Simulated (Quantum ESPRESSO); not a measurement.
## Zr in Quantum ESPRESSO: the effect of functional

The system is Zr.

```xyz
2
Lattice="3.2320 0.0000 0.0000 -1.6160 2.7990 0.0000 0.0000 0.0000 5.1470" Properties=species:S:1:pos:R:3 pbc="T T T"
Zr    1.6160    0.9330    3.8603
Zr    0.0000    1.8660    1.2868
```

Alike in all runs:

```yaml
Program: Quantum ESPRESSO 7.5
Task: phonon dispersion
Cutoff: 612 eV
Density_cutoff: 4898 eV
k_mesh: 6 × 6 × 4
Occupations: cold, width 0.2 eV
Spin: no spin polarisation
```

Each run relaxes the cell or the atoms first.

Task: One run gave: relaxed volume 21.69 Å³/atom. Which functional did it use?
A. LDA
B. PBEsol
C. PBE

Result: A.

| functional | potentials or basis | relaxed volume (Å³/atom) |
| --- | --- | --- |
| LDA | GBRV 1.5 LDA | 21.69 |
| PBE | GBRV 1.5 PBE | 23.35 |
| PBEsol | GBRV 1.5 PBEsol | 22.39 |

Caveats: all runs use coarse meshes; the mesh is thin for the phonons of a metal.

Not every run made on this cell is shown here.
